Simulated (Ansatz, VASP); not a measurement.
SrO in VASP and in Ansatz

INCAR

```
SYSTEM = SrO
AGGAC    = 1.0          
AGGAX    = 1.0          
ALDAC    = 0.0          
ALDAX    = 1.0          
ALGO     = Normal         ! electronic algorithm
EDIFF    = 1E-6           ! SCF threshold, eV
ENCUT    = 520            ! plane-wave cutoff, eV
GGA      = B5             ! functional
ISIF     = 2              ! what is computed and relaxed
ISMEAR   = -1             ! smearing method
IVDW     = 13             ! dispersion correction
LASPH    = .True.         ! aspherical terms in the spheres
LCHARG   = .False.        ! write CHGCAR
LREAL    = .False.        ! projectors in reciprocal space
LWAVE    = .False.        ! write WAVECAR
NBANDS   = 15             ! bands
NELM     = 60             ! most SCF steps
PREC     = Accurate       ! precision mode
SIGMA    = 0.05           ! smearing width, eV
VDW_A1   = 0.44488865   
VDW_A2   = 4.0933009    
VDW_S6   = 1.0          
VDW_S8   = 2.34076671
```

The input KPOINTS:

```
k-points
0
Gamma
  9 9 9
  0 0 0
```

POSCAR

```
SrO
1.0
    0.0000000000      2.5316160185      2.5316160185
    2.5316160185      0.0000000000      2.5316160185
    2.5316160185      2.5316160185      0.0000000000
Sr O
1 1
Direct
    0.5000000000      0.5000000000      0.5000000000
    0.0000000000      0.0000000000      0.0000000000
```

Contents of input.yaml:

```yaml
crystal:
  lattice:
    - [0.0, 2.5316160185, 2.5316160185]
    - [2.5316160185, 0.0, 2.5316160185]
    - [2.5316160185, 2.5316160185, 0.0]
  atoms:
    - { symbol: Sr, position: [0.5, 0.5, 0.5] }
    - { symbol: O, position: [0.0, 0.0, 0.0] }
hamiltonian:
  xc: blyp
  pseudopotentials: { kind: paw }
  dispersion: d4
kpoints:
  mp_grid: { grid: [9, 9, 9] }
scf:
  occupations: { method: fermi_dirac, width: 0.05 }
output:
  forces: true
  stress: true
  eigenvalues: true
```

Alike in both runs: task single point; functional BLYP; dispersion D4; k mesh 9 × 9 × 9; occupations fermi-dirac, width 0.05 eV; no spin polarisation.

|  | VASP | Ansatz |
| --- | --- | --- |
| version | VASP 6.6.1 | Ansatz 0.2.0 |
| potentials or method | VASP PAW PBE potentials, release 64 (Sr_sv, O) | Ansatz PAW |
| plane-wave cutoff (eV) | 520 | 420 |
| valence electrons in the cell | 16 | 16 |

```csv
,VASP,Ansatz,Ansatz less VASP
gap on the k mesh at the Fermi level (eV),3.42,3.49,+0.063
least direct gap on the mesh (eV),3.48,3.54,+0.052
pressure (GPa),8.1,7.3,-0.78
dispersion energy (meV/atom),-326.8,-326.9,-0.11
```

Caveats: the PAW data sets were made with another functional, which shifts forces and pressure a little (VASP); an odd mesh through Γ misses points on the zone boundary, where band edges often lie (VASP); odd divisions of the mesh miss points on the zone boundary, where band edges often lie, so the gap on the mesh can be too wide (Ansatz); the pressure holds a Pulay correction of +0.5 GPa for the finite cutoff (Ansatz); the PAW data sets come from PBE, with cores solved anew for the run's functional, which leaves a small shift of forces and pressure (Ansatz).
